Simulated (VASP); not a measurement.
# GaN in VASP: relaxation of the atoms with PBEsol

Aim: the relaxation of the atoms of GaN with PBEsol.

Everything below comes from runs of VASP 6.6.1. Logs are shortened: lines on timing, memory, paths and dates and some standing lists are left out, and cuts for length are marked.

**1. Starting point**

The cell holds a slab with vacuum, 12 atoms: a = 3.180 Å, b = 5.166 Å, c = 22.426 Å, α = 90.00°, β = 90.00°, γ = 90.00°.

**2. Relaxation of the atoms, PBEsol**

Input file INCAR:

```
SYSTEM = GaN
PREC     = Accurate       ! precision mode
ENCUT    = 520            ! plane-wave cutoff, eV
EDIFF    = 1E-7           ! SCF threshold, eV
ISMEAR   = 0              ! smearing method
SIGMA    = 0.05           ! smearing width, eV
LREAL    = .False.        ! projectors in reciprocal space
LASPH    = .True.         ! aspherical terms in the spheres
NELM     = 60             ! most SCF steps
ALGO     = Normal         ! electronic algorithm
ISIF     = 2              ! what is computed and relaxed
LWAVE    = .False.        ! write WAVECAR
LCHARG   = .False.        ! write CHGCAR
LDIPOL   = .True.       
IDIPOL   = 3            
DIPOL    = 0.5 0.5 0.500
GGA      = PS             ! functional
IBRION   = 2              ! ionic algorithm
NSW      = 100            ! ionic steps
EDIFFG   = -0.015         ! ionic threshold
KPAR     = 8
```

Input file KPOINTS:

```
regular mesh
0
Gamma
  8 6 1
  0 0 0
```

Input file POSCAR:

```
GaN
1.0
    3.1800000000      0.0000000000      0.0000000000
    0.0000000000      5.1660000000      0.0000000000
    0.0000000000      0.0000000000     22.4259084960
Ga N
6 6
Direct
    0.0000000000      0.0000000000      0.3567302525
    0.4999999999      0.5000000000      0.3976644661
    0.5000000000      0.0000000000      0.4795328932
    0.9999999999      0.5000000000      0.5204671068
    0.0000000000      0.0000000000      0.6023355339
    0.4999999999      0.5000000000      0.6432697475
    0.0000000000      0.3750000000      0.3567302525
    0.4999999999      0.8750000000      0.3976644661
    0.5000000000      0.3750000000      0.4795328932
    0.9999999999      0.8750000000      0.5204671068
    0.0000000000      0.3750000000      0.6023355339
    0.4999999999      0.8750000000      0.6432697475
```

Potentials or basis: VASP PAW PBE potentials, release 64 (Ga_d, N).

On the command line:

```console
> cat potpaw_PBE.64/Ga_d/POTCAR potpaw_PBE.64/N/POTCAR > POTCAR
> mpirun -np 8 vasp_std > vasp.out
```

OUTCAR:

```text
SYSTEM = GaN
   PREC = Accurate
   ENCUT = 520
   EDIFF = 1E-7
   ISMEAR = 0
   LREAL = .False.
   LASPH = .True.
   NELM = 60
   ISIF = 2
   GGA = PS
   IBRION = 2
   NSW = 100
   EDIFFG = -0.015

 ion  position               nearest neighbor table
   1  0.000  0.000  0.357-   7 1.94   8 1.95   8 1.95
   2  0.500  0.500  0.398-   8 1.94   9 1.95   7 1.95   7 1.95
   3  0.500  0.000  0.480-   9 1.94   8 1.95  10 1.95  10 1.95
   4  1.000  0.500  0.520-  10 1.94  11 1.95   9 1.95   9 1.95
   5  0.000  0.000  0.602-  11 1.94  10 1.95  12 1.95  12 1.95
   6  0.500  0.500  0.643-  12 1.94  11 1.95  11 1.95
   7  0.000  0.375  0.357-   1 1.94   2 1.95   2 1.95
   8  0.500  0.875  0.398-   2 1.94   3 1.95   1 1.95   1 1.95
   9  0.500  0.375  0.480-   3 1.94   2 1.95   4 1.95   4 1.95
  10  1.000  0.875  0.520-   4 1.94   5 1.95   3 1.95   3 1.95
  11  0.000  0.375  0.602-   5 1.94   4 1.95   6 1.95   6 1.95
  12  0.500  0.875  0.643-   6 1.94   5 1.95   5 1.95

  LATTYP: Found a simple orthorhombic cell.
 ALAT       =     3.1800000000
 B/A-ratio  =     1.6245283019
 C/A-ratio  =     7.0521724830

  Lattice vectors:

 A1 = (   3.1800000000,   0.0000000000,   0.0000000000)
 A2 = (   0.0000000000,   5.1660000000,   0.0000000000)
 A3 = (   0.0000000000,   0.0000000000,  22.4259084960)

Analysis of symmetry for initial positions (statically):
=====================================================================
 Subroutine PRICEL returns:
 Original cell was already a primitive cell.

 Routine SETGRP: Setting up the symmetry group for a
 simple orthorhombic supercell.

 Subroutine GETGRP returns: Found  4 space group operations
 (whereof  2 operations were pure point group operations)
 out of a pool of  8 trial point group operations.

The static configuration has the point symmetry C_1h.
 The point group associated with its full space group is C_2v.

Analysis of symmetry for dynamics (positions and initial velocities):
=====================================================================
 Subroutine PRICEL returns:
 Original cell was already a primitive cell.

 Routine SETGRP: Setting up the symmetry group for a
 simple orthorhombic supercell.

 Subroutine GETGRP returns: Found  4 space group operations
 (whereof  2 operations were pure point group operations)
 out of a pool of  8 trial point group operations.

The dynamic configuration has the point symmetry C_1h.
 The point group associated with its full space group is C_2v.

 Subroutine INISYM returns: Found  4 space group operations
 (whereof  2 operations are pure point group operations),
 and found     1 'primitive' translations

----------------------------------------------------------------------------------------

                                     Primitive cell

  volume of cell :     368.4101

  direct lattice vectors                    reciprocal lattice vectors
     3.180000000  0.000000000  0.000000000     0.314465409  0.000000000  0.000000000
     0.000000000  5.166000000  0.000000000     0.000000000  0.193573364  0.000000000
     0.000000000  0.000000000 22.425908496     0.000000000  0.000000000  0.044591282

  length of vectors
     3.180000000  5.166000000 22.425908496     0.314465409  0.193573364  0.044591282

  position of ions in fractional coordinates (direct lattice)
     0.000000000  0.000000000  0.356730253
     0.500000000  0.500000000  0.397664466
     0.500000000  0.000000000  0.479532893
     1.000000000  0.500000000  0.520467107
     0.000000000  0.000000000  0.602335534
     0.500000000  0.500000000  0.643269747
     0.000000000  0.375000000  0.356730253
     0.500000000  0.875000000  0.397664466
     0.500000000  0.375000000  0.479532893
     1.000000000  0.875000000  0.520467107
     0.000000000  0.375000000  0.602335534
     0.500000000  0.875000000  0.643269747

  ion indices of the primitive-cell ions
   primitive index   ion index
[... 42 lines left out ...]
  0.125000  0.000000  0.000000      2.000000
  0.250000  0.000000  0.000000      2.000000
  0.375000  0.000000  0.000000      2.000000
  0.500000  0.000000  0.000000      1.000000
  0.000000  0.166667  0.000000      2.000000
[... 12 lines left out ...]
  0.375000  0.500000  0.000000      2.000000
  0.500000  0.500000  0.000000      1.000000
   k-points           NKPTS =     20   k-points in BZ     NKDIM =     20   number of bands    NBANDS=     64
   number of dos      NEDOS =    301   number of ions     NIONS =     12
   total plane-waves  NPLWV = 161280
   dimension x,y,z NGX =    24 NGY =   40 NGZ =  168
   dimension x,y,z NGXF=    48 NGYF=   80 NGZF=  336
   ions per type =               6   6
   NGX,Y,Z   is equivalent  to a cutoff of  12.55, 12.87, 12.45 a.u.
   NGXF,Y,Z  is equivalent  to a cutoff of  25.09, 25.74, 24.91 a.u.
 SYSTEM =  GaN
   PREC   = accura    normal or accurate (medium, high low for compatibility)
   ISTART =      0    job   : 0-new  1-cont  2-samecut
   ICHARG =      2    charge: 1-file 2-atom 10-const
   ISPIN  =      1    spin polarized calculation?
   LNONCOLLINEAR =      F non collinear calculations
   LSORBIT =      F    spin-orbit coupling
   LASPH  =      T    aspherical Exc in radial PAW
   ENCUT  =  520.0 eV  38.22 Ry    6.18 a.u.   5.91  9.61 41.70*2*pi/ulx,y,z
   NELM   =     60;   NELMIN=  2; NELMDL= -5     # of ELM steps
   EDIFF  = 0.1E-06   stopping-criterion for ELM
   LREAL  =      F    real-space projection
   EDIFFG = -.1E-01   stopping-criterion for IOM
   NSW    =    100    number of steps for IOM
   IBRION =      2    ionic relax: 0-MD 1-quasi-New 2-CG
   NFREE  =      1    steps in history (QN), initial steepest desc. (CG)
   ISIF   =      2    stress and relaxation
   ISYM   =      2    0-nonsym 1-usesym 2-fastsym
   POTIM  = 0.5000    time-step for ionic-motion
   TEBEG  =    0.0;   TEEND  =   0.0 temperature during run
   PSTRESS=    0.0 pullay stress
   NELECT =     108.0000    total number of electrons
   NUPDOWN=      -1.0000    fix difference up-down
   EMIN   =  10.00;   EMAX   =-10.00  energy-range for DOS
   EFERMI =   0.00;   METHOD = LEGACY
   ISMEAR =     0;   SIGMA  =   0.05  broadening in eV -4-tet -1-fermi 0-gaus
   EFERMI_NEDOS =   21; number of points for ismear=-14 and -15
   IALGO  =     38    algorithm
   IMIX   =      4    mixing-type and parameters
     AMIX     =   0.40;   BMIX     =  1.00
     AMIX_MAG =   1.60;   BMIX_MAG =  1.00
  volume/ion in A,a.u.               =      30.70       207.18
  Fermi-wavevector in a.u.,A,eV,Ry     =   1.087524  2.055123 16.091729  1.182709
  Thomas-Fermi vector in A             =   2.223685
   LORBIT       =      0    0 simple, 1 ext, 2 COOP (PROOUT), +10 PAW based schemes
   GGA     = PS    functional components
   LHFCALC =     F    Hartree Fock is set to
   AEXX    =    0.0000 exact exchange contribution
   IVDW    =     0    specifies the selected vdW correction
   LEPSILON=     F    determine dielectric tensor
   LRPA    =     F    only Hartree local field effects (RPA)
 conjugate gradient relaxation of ions
 non-spin polarized calculation
 Gauss-broadening in eV      SIGMA  =   0.05
  energy-cutoff  :      520.00
  volume of cell :      368.41
 maximum number of plane-waves:      9976
 NGX is ok and might be reduce to    24
   NGX = 11   NGY = 19   NGZ = 83

--------------------------------------- Ionic step        1  -------------------------------------------

 number of electron     107.9999990 magnetization

 Free energy of the ion-electron system (eV)
  ---------------------------------------------------
  ext. energy  EPLUGINS =         0.00000000
  ---------------------------------------------------
  free energy    TOTEN  =       -74.14272137 eV

  energy without entropy =      -74.14272137  energy(sigma->0) =      -74.14272137

------------------------ aborting loop because EDIFF is reached ----------------------------------------

  FORCE on cell =-STRESS in cart. coord.  units (eV):
  Direction    XX          YY          ZZ          XY          YZ          ZX
  --------------------------------------------------------------------------------------
  -------------------------------------------------------------------------------------
  Total       -1.1700124     -6.3413530     -1.7505675      0.0000000      0.0000000      0.0000000
  in kB       -5.0882622    -27.5778843     -7.6130359      0.0000000      0.0000000      0.0000000
  external PRESSURE =     -13.4263941 kB  Pullay stress =       0.0000000 kB
[... 119 lines left out ...]
  FREE ENERGIE OF THE ION-ELECTRON SYSTEM (eV)
  ---------------------------------------------------
  free  energy   TOTEN  =       -74.9413902246 eV

  energy  without entropy=      -74.9413902246  energy(sigma->0) =      -74.94139022

[... ionic steps 4 to 13 ...]

--------------------------------------- Ionic step       14  -------------------------------------------

 number of electron     107.9999981 magnetization

------------------------ aborting loop because EDIFF is reached ----------------------------------------
[... 81 lines left out ...]
  FREE ENERGIE OF THE ION-ELECTRON SYSTEM (eV)
  ---------------------------------------------------
  free  energy   TOTEN  =       -75.1789326146 eV

  energy  without entropy=      -75.1789326146  energy(sigma->0) =      -75.17893261

 dipolmoment           0.000000      0.000000      0.000000 electrons x Angstroem

--------------------------------------- Ionic step       16  -------------------------------------------

 number of electron     107.9999982 magnetization

 dipolmoment           0.000000      0.000000     -0.000000 electrons x Angstroem

 Free energy of the ion-electron system (eV)
  ---------------------------------------------------
  ext. energy  EPLUGINS =         0.00000000
  ---------------------------------------------------
  free energy    TOTEN  =       -75.17904461 eV

  energy without entropy =      -75.17904461  energy(sigma->0) =      -75.17904461

 E-fermi :  -1.3881     XC(G=0):  -4.9930

 val. band max:       -1.6756120745   @ k =   0.1250   0.0000   0.0000
 cond. band min:      -0.0170412579   @ k =   0.0000   0.0000   0.0000
 fundamental gap:      1.6585708166
 Fermi energy:        -1.3880691210

 k-point     1 :       0.0000    0.0000    0.0000
  band No.  band energies     occupation
      1     -17.7873      2.00000
      2     -17.5284      2.00000
      3     -17.0505      2.00000
      4     -16.7545      2.00000
      5     -16.6073      2.00000
      6     -16.5690      2.00000
[... 1329 lines left out ...]
     63       6.0755      0.00000
     64       6.0755      0.00000

------------------------ aborting loop because EDIFF is reached ----------------------------------------

 vacuum level on the upper side and lower side of the slab       (xc-potential included)        -0.010        -0.010

  FORCE on cell =-STRESS in cart. coord.  units (eV):
  Direction    XX          YY          ZZ          XY          YZ          ZX
  --------------------------------------------------------------------------------------
  -------------------------------------------------------------------------------------
  Total        4.2373225      3.7577009      0.1505157      0.0000000      0.0000000      0.0000000
  in kB       18.4276746     16.3418502      0.6545769      0.0000000      0.0000000      0.0000000
  external PRESSURE =      11.8080339 kB  Pullay stress =       0.0000000 kB
[... 27 lines left out ...]
  FREE ENERGIE OF THE ION-ELECTRON SYSTEM (eV)
  ---------------------------------------------------
  free  energy   TOTEN  =       -75.1790446145 eV

  energy  without entropy=      -75.1790446145  energy(sigma->0) =      -75.17904461

 reached required accuracy - stopping structural energy minimisation

 vacuum level on the upper side and lower side of the slab         4.061         4.061
```

Run time: 21 min. Hardware: 8 MPI ranks of Intel Xeon Platinum 8488C (Sapphire Rapids), shared host; peak memory 0.66 GiB.

Results:

```yaml
Free_energy: -75.1790 eV
Energy_gained_by_relaxing: 86.4 meV/atom
Ionic_steps: 16
Largest_force_after_relaxing: 0.014 eV/Å
Band_gap_on_the_k_mesh: 1.66 eV, indirect (least direct gap 1.66 eV)
```

Forces in eV/Å, atoms in the order of the input:
```
Ga   0.000  0.007 -0.012
Ga   0.000  0.001 -0.006
Ga   0.000 -0.008 -0.010
Ga   0.000 -0.008  0.010
Ga   0.000  0.001  0.006
Ga   0.000  0.007  0.012
N    0.000 -0.006 -0.012
N    0.000  0.000 -0.009
N    0.000  0.005 -0.010
N    0.000  0.005  0.010
N    0.000  0.000  0.009
N    0.000 -0.006  0.012
```

The path:
```
step  energy change (eV)  largest force (eV/Å)  pressure (GPa)
   1              0.0000                2.5128           -1.34
   2             -0.7802                1.2545           -0.20
   3             -0.7987                1.3415            0.09
   4             -0.9499                0.5052            0.42
   5             -0.9515                0.5339            0.47
   6             -0.9853                0.3904            0.76
   7             -0.9853                0.3895            0.76
   8             -1.0071                0.2605            0.87
   9             -1.0212                0.3679            1.07
  10             -1.0338                0.1412            1.20
  11             -1.0342                0.1415            1.22
  12             -1.0351                0.1475            1.18
  13             -1.0359                0.0533            1.20
  14             -1.0362                0.0215            1.20
  15             -1.0362                0.0220            1.20
  16             -1.0363                0.0137            1.18
```

Final structure:
```
Ga N
1.0
     3.18000    0.00000    0.00000
     0.00000    5.16600    0.00000
     0.00000    0.00000   22.42591
Ga N
6 6
Direct
  0.00000 0.02558 0.36946
  0.50000 0.49192 0.39254
  0.50000 0.99657 0.48254
  0.00000 0.49657 0.51746
  0.00000 0.99192 0.60746
  0.50000 0.52558 0.63054
  0.00000 0.37204 0.35737
  0.50000 0.86683 0.39692
  0.50000 0.37206 0.47932
  0.00000 0.87206 0.52068
  0.00000 0.36683 0.60308
  0.50000 0.87204 0.64263
```

Levels at points of the mesh, in eV from the valence-band top:
```
           k point  band 51  band 52  band 53  band 54  band 55  band 56  band 57  band 58
(0.00, 0.00, 0.00)    -0.41    -0.26    -0.09    -0.01     1.66     2.70     4.29     4.76
(0.50, 0.00, 0.00)    -1.40    -1.40    -0.50    -0.50     3.47     3.47     5.58     5.58
(0.00, 0.50, 0.00)    -0.62    -0.62    -0.22    -0.22     3.17     3.17     4.38     4.38
(0.50, 0.50, 0.00)    -1.72    -1.72    -0.43    -0.43     3.29     3.29     4.80     4.80
```

Caveat: the PAW data sets were made with another functional, which shifts forces and pressure a little. As with any semilocal functional, this PBEsol gap is likely too small.
